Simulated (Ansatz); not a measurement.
Crystal: Pd.

```xyz
2
Lattice="2.7837 0.0000 0.0000 -1.3918 2.4107 0.0000 0.0000 0.0000 4.6289" Properties=species:S:1:pos:R:3 pbc="T T T"
Pd    0.0000    1.6071    1.1572
Pd    1.3918    0.8036    3.4717
```

This isn't the form of Pd at room conditions, which is fcc.

Base run:

* Program: Ansatz 0.2.0
* Functional: PBE
* Potentials or basis: all-electron LAPW, scalar-relativistic
* Cutoff: 260 eV (chosen from the basis error)
* Basis error allowed: 0.001 eV/atom
* k mesh: 11 × 11 × 6
* Occupations: fermi-dirac, width 0.05 eV
* Spin: no spin polarisation

Its results: pressure -1.5 GPa.

Task: The run is repeated on the same cell with these changes: functional from PBE to LDA. What comes out?

Result: Pressure -15.7 GPa.

LDA binds more tightly than PBE, so the same cell stands under less pressure.
